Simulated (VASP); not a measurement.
# BN (R3m) in VASP: further runs, part 2 of 2

VASP 6.6.1. The steps go on from the part before.

### Step 3. Single point, PBEsol+D3(BJ)

Contents of INCAR:

```
  PREC = Accurate
  ENCUT = 520
  EDIFF = 1E-7
  ISMEAR = 0
  SIGMA = 0.02
  LREAL = F
  LASPH = T
  NELM = 100
  ALGO = Fast
  ISIF = 2
  LWAVE = F
  LCHARG = T
  GGA = PS
  IVDW = 12
  LELF = T
  LVHAR = T
  NBANDS = 11
```

Contents of KPOINTS:

```
Automatic mesh
0
Gamma
  6 6 6
```

Contents of POSCAR:

```
BN
1.0
    1.2511217832      0.7223354983      3.3729344033
   -1.2511217832      0.7223354983      3.3729344033
    0.0000000000     -1.4446709967      3.3729344033
B N
1 1
Direct
    0.9996712000      0.9996712000      0.9996712000
    0.3327618000      0.3327618000      0.3327618000
```

Potentials or basis: VASP PAW PBE potentials, release 64 (B, N).

Started as:

```sh
$ cat potpaw_PBE.64/B/POTCAR potpaw_PBE.64/N/POTCAR > POTCAR
$ mpirun -np 1 vasp_std > vasp.out
```

OUTCAR:

```text
PREC = Accurate
   ENCUT = 520
   EDIFF = 1E-7
   ISMEAR = 0
   LREAL = F
   LASPH = T
   NELM = 100
   ISIF = 2
   GGA = PS
   IVDW = 12
 IVDW          = 12

 ion  position               nearest neighbor table
   1  1.000  1.000  1.000-   2 1.44   2 1.44   2 1.44
   2  0.333  0.333  0.333-   1 1.44   1 1.44   1 1.44

  LATTYP: Found a trigonal (rhomboedric) cell.
 ALAT       =     3.6692997666
 COS(alpha) =     0.7674786796

  Lattice vectors:

 A1 = (   1.2511217832,   0.7223354983,   3.3729344033)
 A2 = (  -1.2511217832,   0.7223354983,   3.3729344033)
 A3 = (   0.0000000000,  -1.4446709967,   3.3729344033)

Analysis of symmetry for initial positions (statically):
=====================================================================
 Subroutine PRICEL returns:
 Original cell was already a primitive cell.

 Routine SETGRP: Setting up the symmetry group for a
 trigonal (rhombohedral) supercell.

 Subroutine GETGRP returns: Found  6 space group operations
 (whereof  6 operations were pure point group operations)
 out of a pool of 12 trial point group operations.

The static configuration has the point symmetry C_3v.

[... 172 lines left out ...]
      2      -2.1553      2.00000
      3       0.7883      2.00000
      4       0.7883      2.00000
      5       7.0184      0.00000
      6      13.6900      0.00000
      7      13.6900      0.00000
      8      15.1654      0.00000
      9      16.7697      0.00000
     10      27.7330      0.00000
     11      29.7585      0.00000
[... 309 lines left out ...]
 k-point    24 :      -0.3333    0.5000    0.1667
  band No.  band energies     occupation
      1     -12.4706      2.00000
      2      -5.9684      2.00000
      3      -3.2530      2.00000
      4       0.4732      2.00000
      5       7.3675      0.00000
      6      14.0216      0.00000
      7      15.7605      0.00000
      8      18.1380      0.00000
      9      21.3892      0.00000
     10      22.8758      0.00000
     11      24.6970      0.00000

 [... further k-points ...]

------------------------ aborting loop because EDIFF is reached ----------------------------------------

 Edisp (eV)   -0.19880

 E8    (eV) :    -0.0992

  FORCE on cell =-STRESS in cart. coord.  units (eV):
  Direction    XX          YY          ZZ          XY          YZ          ZX
  --------------------------------------------------------------------------------------
  -------------------------------------------------------------------------------------
  Total      -0.04640    -0.04640    -0.16751     0.00000     0.00000     0.00000
  in kB      -4.06462    -4.06462   -14.67406     0.00000     0.00000     0.00000
  external pressure =       -7.60 kB  Pullay stress =        0.00 kB

 VOLUME and BASIS-vectors are now :
 -----------------------------------------------------------------------------
  energy-cutoff  :      520.00
  volume of cell :       18.29
      direct lattice vectors                 reciprocal lattice vectors
     1.251121783  0.722335498  3.372934403     0.399641351  0.230733042  0.098825916
    -1.251121783  0.722335498  3.372934403    -0.399641351  0.230733042  0.098825916
     0.000000000 -1.444670997  3.372934403     0.000000000 -0.461466083  0.098825916

 POSITION                                       TOTAL-FORCE (eV/Angst)
 -----------------------------------------------------------------------------------
      0.00000     -0.00000     10.11548         0.000000      0.000000     -0.002610
      0.00000     -0.00000      3.36715         0.000000     -0.000000      0.002610
 -----------------------------------------------------------------------------------
    total drift:                               -0.000000     -0.000000     -0.000115

  FREE ENERGIE OF THE ION-ELECTRON SYSTEM (eV)
  ---------------------------------------------------
  free  energy   TOTEN  =       -18.4829648298 eV

  energy  without entropy=      -18.4829648298  energy(sigma->0) =      -18.48296483
```

OSZICAR:

```text
N       E                     dE             d eps       ncg     rms          rms(c)
DAV:   1     0.152567902956E+02    0.15257E+02   -0.47229E+03   704   0.697E+02
DAV:   2    -0.191689197135E+02   -0.34426E+02   -0.33074E+02   822   0.162E+02
DAV:   3    -0.200131487080E+02   -0.84423E+00   -0.84297E+00   856   0.243E+01
DAV:   4    -0.200156532471E+02   -0.25045E-02   -0.25045E-02   787   0.145E+00
DAV:   5    -0.200156635102E+02   -0.10263E-04   -0.10263E-04   877   0.826E-02    0.781E+00
RMM:   6    -0.184853429635E+02    0.15303E+01   -0.11750E+00   708   0.727E+00    0.364E+00
RMM:   7    -0.183240151017E+02    0.16133E+00   -0.16801E-01   753   0.319E+00    0.210E+00
RMM:   8    -0.182842353235E+02    0.39780E-01   -0.55221E-02   786   0.164E+00    0.275E-01
RMM:   9    -0.182842097426E+02    0.25581E-04   -0.40622E-03   805   0.548E-01    0.128E-01
RMM:  10    -0.182841569532E+02    0.52789E-04   -0.34780E-04   796   0.194E-01    0.221E-02
RMM:  11    -0.182841760815E+02   -0.19128E-04   -0.87506E-05   818   0.775E-02    0.325E-02
RMM:  12    -0.182841633464E+02    0.12735E-04   -0.16059E-05   819   0.345E-02    0.526E-03
RMM:  13    -0.182841633507E+02   -0.42983E-08   -0.15369E-06   845   0.103E-02    0.192E-03
RMM:  14    -0.182841634012E+02   -0.50493E-07   -0.73130E-08   699   0.279E-03
   1 F= -.18482965E+02 E0= -.18482965E+02  d E =-.895617E-45
```

stdout:

```text
POSCAR found type information on POSCAR B N
 POSCAR found :  2 types and       2 ions
 scaLAPACK will be used
 -----------------------------------------------------------------------------
|                                                                             |
|                                                                             |
|     You enforced a specific xc type in the INCAR file but a different       |
|     I HOPE YOU KNOW WHAT YOU ARE DOING!                                     |
|                                                                             |
 -----------------------------------------------------------------------------

 LDA part: xc-table for (Slater+PW92), standard interpolation
 POSCAR, INCAR and KPOINTS ok, starting setup
 FFT: planning ... GRIDC
 FFT: planning ... GRID_SOFT
 FFT: planning ... GRID
 WAVECAR not read
 entering main loop
```

Run time: 12 s. Hardware: 1 thread of Intel Xeon Platinum 8488C (Sapphire Rapids), shared host; peak memory 0.15 GiB.

Results:

* Free energy: -18.4830 eV
* Pressure: -0.8 GPa
* Band gap on the k mesh: 4.18 eV, indirect (least direct gap 4.63 eV)
* Dispersion energy per atom: -0.099 eV

Forces in eV/Å, atoms in the order of the input:
```
B    0.000  0.000 -0.003
N    0.000  0.000  0.003
```

Caveat: the k mesh is coarse (spacing up to 0.49 Å⁻¹), so the values aren't converged; the PAW data sets were made with another functional, which shifts forces and pressure a little. A k mesh can miss the band edges.
